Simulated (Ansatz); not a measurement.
Gd under changes of volume

One of the cells (34.232 Å³/atom); the others are scaled copies at fixed shape and fractional positions:

```
Gd
1.0
     1.82486    1.05358    8.90239
    -1.82486    1.05358    8.90239
     0.00000   -2.10716    8.90239
Gd
3
Cartesian
  0.0000 0.0000 20.7538
  0.0000 0.0000 5.9533
  0.0000 0.0000 0.0000
```

This isn't the form of Gd at room conditions, which is hcp.

```yaml
Program: Ansatz 0.2.0
Functional: PBE
Potentials_or_basis: Ansatz PAW
Cutoff: "420 eV (not typed: the program's choice for these potentials)"
k_mesh: 9 × 9 × 9
Occupations: fermi-dirac, width 0.05 eV
Spin: collinear spin, ferromagnetic start
Starting_moments: "[7.0, 7.0, 7.0] μB"
```

| volume (Å³/atom) | energy over the lowest point (meV/atom) | pressure (GPa) | moment (μB per cell) | largest force (eV/Å) |
| --- | --- | --- | --- | --- |
| 32.178 | 3.81 | 1.1 | 22.38 | 0.135 |
| 32.863 | 0.71 | 0.5 | 22.53 | 0.131 |
| 33.547 | 0.00 | -0.1 | 22.69 | 0.124 |
| 34.232 | ? | ? | ? | ? |
| 34.917 | 5.29 | -1.1 | 22.93 | 0.103 |
| 35.601 | 11.27 | -1.6 | 23.01 | 0.093 |
| 36.286 | 19.36 | -2.1 | 23.07 | 0.083 |

Q: What does the run at 34.232 Å³/atom give?

A: Energy over the lowest point 1.52 meV/atom; pressure -0.6 GPa; moment 22.82 μB per cell; largest force 0.114 eV/Å.

Worked out: A Birch-Murnaghan fit of order 3 (a polynomial in V^(-2/3)) to the other rows has its minimum at 33.43 Å³/atom with B0 = V·E''(V) = 26 GPa (rough, since the energies scatter) at fixed shape and positions, which overstates the stiffness. It gives 1.52 meV/atom at 34.232 Å³/atom, against the run's 1.52, and -dE/dV = -0.6 GPa, against -0.6. A parabola through the other rows of the moment, of slope 0.171 μB per Å³/atom there, gives 22.82 μB, against the run's 22.82.

Energies are extrapolated to zero smearing.
